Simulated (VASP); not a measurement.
Runs of VASP 6.6.1 on ZnO (zincite). Symmetry: P6_3mc, No. 186, hexagonal system. The conventional cell has a = 3.241 Å, b = 3.241 Å, c = 5.217 Å, α = 90.00°, β = 90.00°, γ = 120.00°. Zn (site symmetry 3m) is surrounded by 4 O at 1.97 to 1.98 Å. Around O (site symmetry 3m) lie 4 Zn at 1.97 to 1.98 Å. 

```tsv
task	cell	gap on the mesh (eV)	pressure (GPa)	largest force (eV/Å)
relaxation of shape and atoms at fixed volume	atoms relaxed at fixed volume	1.23	0.0	-
relaxation of shape and atoms at fixed volume	atoms relaxed at fixed volume from: a relaxed cell with its volume scaled by 1.06	1.14	-7.6	-
relaxation of shape and atoms at fixed volume	atoms relaxed at fixed volume from: a relaxed cell with its volume scaled by 0.96	1.29	6.7	-
relaxation of shape and atoms at fixed volume	atoms relaxed at fixed volume from: a relaxed cell with its volume scaled by 0.98	(b)	3.2	-
relaxation of shape and atoms at fixed volume	atoms relaxed at fixed volume from: a relaxed cell with its volume scaled by 0.94	1.32	10.7	-
relaxation of shape and atoms at fixed volume	atoms relaxed at fixed volume from: a relaxed cell with its volume scaled by 1.02	(a)	-2.8	0.01
relaxation of cell and atoms	relaxed	1.23	0.0	0.01
relaxation of shape and atoms at fixed volume	atoms relaxed at fixed volume from: a relaxed cell with its volume scaled by 1.04	1.17	-5.3	0.01
```

Alike in all rows: level r2SCAN; potentials or basis VASP PAW PBE potentials, release 64 (Zn, O); no spin polarisation; k mesh 9 × 9 × 5; cutoff (eV) 600; smearing gaussian 0.03 eV.

Task: Estimate the missing entries.

Result: (a) 1.20; (b) 1.26.

Caveats: the PAW data sets were made with another functional, which shifts forces and pressure a little; the relaxation stopped at its first step, so nothing moved (some runs).

